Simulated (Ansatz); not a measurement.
Deforming Be

```yaml
crystal:
  lattice:
    - [3.74681, 0.00000, 0.00000]
    - [0.00000, 3.74681, 0.00000]
    - [0.00000, 0.00000, 2.28128]
  atoms:
    - { symbol: Be, position: [0.29741, 0.29741, 0.00000] }
    - { symbol: Be, position: [0.70259, 0.70259, 0.00000] }
    - { symbol: Be, position: [0.20259, 0.79741, 0.50000] }
    - { symbol: Be, position: [0.79741, 0.20259, 0.50000] }
```

Atom numbers follow the list: Be1, Be2, Be3, Be4.

Structure from Materials Project entry mp-1008501 (possibly hypothetical), not relaxed further.

All numbers below come from DFT, PBE, all-electron LAPW, scalar-relativistic (Ansatz 0.2.0).

Numerical set-up: a Γ-centred 9×9×14 k mesh, Fermi–Dirac smearing of 0.05 eV, basis error target 1 meV/atom, no spin polarisation.

The unchanged cell is at -0.05 GPa.

In a metal, stresses and small energies carry noise from the k mesh.

x, y and z are the Cartesian axes of the cell as listed; fractional coordinates follow a strain, and an engineering shear is twice the off-diagonal strain component.

With equal xy, yz and zx engineering shear strains of -3 %: energy change +10 meV/atom; stress change (xx, yy, zz, yz, xz, xy) 0.37, 0.37, 0.04, 4.92, 4.92, 3.75 GPa, compression positive; change of the force on Be1 (0.028, 0.028, 0.123) eV/Å.

(1) With this change (equal xy, yz and zx engineering shear strains of -1 %), what becomes of the energy and stress and forces?

With equal xy, yz and zx engineering shear strains of +2 %: energy change +5 meV/atom; stress change (xx, yy, zz, yz, xz, xy) 0.14, 0.14, 0.05, -3.42, -3.42, -2.71 GPa, compression positive; change of the force on Be1 (-0.013, -0.013, -0.054) eV/Å.

With equal xy, yz and zx engineering shear strains of -2 %: energy change +5 meV/atom; stress change (xx, yy, zz, yz, xz, xy) 0.16, 0.16, 0.03, 3.29, 3.29, 2.58 GPa, compression positive; change of the force on Be1 (0.017, 0.017, 0.077) eV/Å.

With equal xy, yz and zx engineering shear strains of +1 %: energy change +1 meV/atom; stress change (xx, yy, zz, yz, xz, xy) 0.04, 0.04, 0.01, -1.68, -1.68, -1.36 GPa, compression positive; change of the force on Be2 (0.006, 0.006, 0.030) eV/Å.

(2) With this change (equal xy, yz and zx engineering shear strains of +3 %), what becomes of the energy and stress and forces?

Results:

(1) Energy change +1 meV/atom; stress change (xx, yy, zz, yz, xz, xy) 0.04, 0.04, 0.01, 1.65, 1.65, 1.33 GPa, compression positive; change of the force on Be1 (0.007, 0.007, 0.036) eV/Å.

(2) Energy change +11 meV/atom; stress change (xx, yy, zz, yz, xz, xy) 0.31, 0.31, 0.14, -5.18, -5.18, -4.03 GPa, compression positive; change of the force on Be1 (-0.019, -0.019, -0.072) eV/Å.
